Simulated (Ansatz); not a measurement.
GaN: from supercell energies to defect levels (H interstitial)

These are results of DFT PBE, scalar-relativistic, plane waves, PAW (Ansatz 0.2.0), not measurements. Settings: 420 eV cutoff, 2×2×2 k-mesh, shifted by half a step, Gaussian smearing of 0.01 eV, collinear spin in charge 0 alone.

Host crystal, relaxed:

```cif
data_structure
_symmetry_space_group_name_H-M 'P 1'
_symmetry_Int_Tables_number 1
_cell_length_a 3.2184
_cell_length_b 3.2184
_cell_length_c 5.2432
_cell_angle_alpha 90.000
_cell_angle_beta 90.000
_cell_angle_gamma 120.000
_cell_volume 47.03
loop_
_atom_site_label
_atom_site_type_symbol
_atom_site_fract_x
_atom_site_fract_y
_atom_site_fract_z
_atom_site_occupancy
Ga1 Ga 0.66667 0.33333 0.49913 1
Ga2 Ga 0.33333 0.66667 0.99913 1
N1 N 0.66667 0.33333 0.87587 1
N2 N 0.33333 0.66667 0.37587 1
```

The H interstitial was set at (0.000, 0.000, 0.167) of the host cell, in a supercell of 36 sites (423 Å³), relaxed at fixed cell in each charge q, from a start with the atoms near it displaced at random. In charge +1 some atom moved by up to 1.0 Å, so the relaxed defect can differ in kind from the start: near the site, 3 Ga at 2.06 Å, 3 N at 2.16 Å, 3 N at 2.40 Å became 1 N at 1.04 Å (charge +1). The host's Kohn–Sham gap is 1.71 eV and its static dielectric constant 10.9 (mean). For each charge: the supercell's free energy over the neutral one with q electrons exchanged at the valence band top, F(q) − F(0) + qE_v; the image-charge term; and the term that aligns the potential far from the defect with the host's.

```
 q F(q) − F(0) + qE_v (eV) image charge (eV) alignment (eV)
+1                   -2.918              0.251           0.027
 0                    0.000              0.000           0.000
-1                    1.131              0.251          -0.092
```

Question: Add the terms and find the levels between neighbouring charges, ε(q/q′) = [A(q′) − A(q)]/(q − q′), with and without the two corrections.

Answer: A(q): -2.640 eV for +1, 0.000 eV for 0, 1.290 eV for -1.
| level | corrected (eV over E_v) | uncorrected (eV) |
| --- | --- | --- |
| (+1/0) | 2.64 | 2.92 |
| (0/-1) | 1.29 | 1.13 |

As a check, a point charge in a simple cubic cell of this volume has q²αe²/(2εL) = 0.250 q² eV (e² = 14.40 eV Å, α = 2.837, L = 7.51 Å); the shape of the real cell and the anisotropy of ε can change it somewhat. The term grows as q², so it pushes donor levels down and acceptor levels up. The program doubts the alignment for q = +1, so levels beside it are uncertain by about that term.

Question: Which of these charges is lowest with the Fermi level at the valence band top, at mid-gap and at the conduction band bottom?

Answer: The line A(q) + qE_F that lies lowest gives the charge: +1 at E_F = 0.00 eV, +1 at E_F = 0.86 eV, +1 at E_F = 1.71 eV. The level (+1/0) lies above (0/-1), so charge 0 is never the lowest: a negative-U pattern, with a direct (+1/-1) level at 1.97 eV, outside this gap. (+1/0) falls outside this Kohn–Sham gap, so the change of charge isn't reached within it; the real gap is usually wider and may hold a localised level, while a level that comes from a carrier in the host's bands only marks the band edge and moves with it. Charges beyond those computed could lie lower near the band edges.

Question: The neutral defect forms at 2.82 eV with atoms taken from and returned to the elements. What are the formation energies at those three Fermi levels, and what share of sites would hold the defect at 1200 K with E_F at mid-gap, if the host still stood at that temperature?

Answer: E_f = E_f(0) + A(q) + qE_F = 0.18, 1.03, 1.89 eV. In the dilute limit the share is exp(−E_f/k_BT) = exp(−1.034/0.1034) = 4.5×10⁻⁵, leaving out degeneracy and vibrational entropy. This is the H-rich limit; a poorer supply of H, or a competing compound of it, raises E_f. The small cell and the narrow Kohn–Sham gap leave errors of tenths of an eV or more, which change the share by orders of magnitude.